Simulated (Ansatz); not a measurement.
The system is Sb.

```
CELL_PARAMETERS angstrom
3.16000 0.00000 0.00000
0.00000 3.16000 0.00000
0.00000 0.00000 3.16000
ATOMIC_POSITIONS crystal
Sb 0.00000 0.00000 0.00000
```

This isn't the form of Sb at room conditions, which is rhombohedral.

- Program: Ansatz 0.2.0
- Task: single point
- Functional: PBE
- Potentials or basis: Ansatz PAW
- Cutoff: 420 eV (not typed: the program's choice for these potentials)
- k mesh: 8 × 8 × 8
- Occupations: fermi-dirac, width 0.05 eV
- Spin: no spin polarisation

On this cell: pressure -2.3 GPa; band gap on the k mesh none (metal or under the smearing width).

The same run follows on a disturbed copy (cell strained at random at fixed volume):

```
CELL_PARAMETERS angstrom
3.18307 -0.00916 -0.07927
-0.00916 3.13721 -0.05653
-0.07927 -0.05653 3.16292
ATOMIC_POSITIONS crystal
Sb 0.00350 0.00307 0.97826
```

Question: What does the disturbed cell give?

Answer: The energy (extrapolated to zero smearing) moves by +1.5 meV/atom; pressure -2.3 GPa; band gap on the k mesh none (metal or under the smearing width).

Stress tensor (GPa, compression positive):
```
-3.08 -0.11  0.50
-0.11 -1.31  0.08
 0.50  0.08 -2.59
```
